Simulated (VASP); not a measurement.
Input of a VASP 6.6.1 run:

Contents of INCAR:

```
PREC = Accurate ; ENCUT = 520
EDIFF = 1E-6 ; ISMEAR = 0
SIGMA = 0.1 ; LREAL = False
LASPH = True ; NELM = 120
ALGO = Normal ; ISIF = 3
LWAVE = False ; LCHARG = False
GGA = PE ; IBRION = 2
NSW = 90 ; EDIFFG = -0.01
```

KPOINTS

```
regular mesh
0
Gamma
  20 20 20
```

POSCAR

```
Rh
1.0
    0.0000000000      1.8978500000      1.8978500000
    1.8978500000      0.0000000000      1.8978500000
    1.8978500000      1.8978500000      0.0000000000
Rh
1
Direct
    0.0000000000      0.0000000000      0.0000000000
```

Potentials or basis: VASP PAW PBE potentials, release 64 (Rh_pv).

Launch:

```bash
$ cat potpaw_PBE.64/Rh_pv/POTCAR > POTCAR
$ mpirun -np 1 vasp_std > vasp.out
```

Question: Predict the relaxed volume.

Answer: 14.06 Å³/atom.

Question: Predict the space group after relaxing (to 0.05 Å).

Answer: Fm-3m (No. 225).

Question: Predict the band gap on the k mesh.

Answer: None (metal or under the smearing width).

Final structure:
```cif
data_structure
_symmetry_space_group_name_H-M 'P 1'
_symmetry_Int_Tables_number 1
_cell_length_a 2.7090
_cell_length_b 2.7090
_cell_length_c 2.7090
_cell_angle_alpha 60.000
_cell_angle_beta 60.000
_cell_angle_gamma 60.000
_cell_volume 14.06
loop_
_atom_site_label
_atom_site_type_symbol
_atom_site_fract_x
_atom_site_fract_y
_atom_site_fract_z
_atom_site_occupancy
Rh1 Rh 0.00000 0.00000 0.00000 1
```

PBE usually gives volumes a little too large and moduli too small. Zero-point motion and thermal expansion aren't in these numbers.
